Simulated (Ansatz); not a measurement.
# AlNi: how the free axis answers a strain

AlNi, Pm-3m, a = 2.862 Å. The structure is a Materials Project entry; whether it is the stable form wasn't checked. Ansatz: PBEsol, PAW, 420 eV, Γ-centred 18×18×18 mesh on 2 atoms, Gaussian smearing 0.10 eV; no spin polarisation. Series: uniaxial strain along c, with a, b and atoms relaxed; x is the strain in per cent. y is the change of a in per cent of 2.862 Å.

| x (%) | y (%) |
| --- | --- |
| -4.5 | ? |
| -3.0 | 1.17 |
| -1.5 | 0.59 |
| 0.0 | 0.00 |
| 1.5 | -0.61 |
| 3.0 | -1.20 |
| 4.5 | -1.76 |

**Question.** Fit y = c1 x + c2 x² to the other rows, say what c1 measures, and predict the missing y.

**Answer.** Least squares on the rows shown. y = −0.3932 x − 0.0002076 x². So −c1 = 0.393 is Poisson's ratio for this pair of axes. At x = -4.5 the fit asked for gives 1.77 %. The run gave 1.78 %, so the fit is 0.01 % too low, within the rms miss on the fitted rows (0.01 %).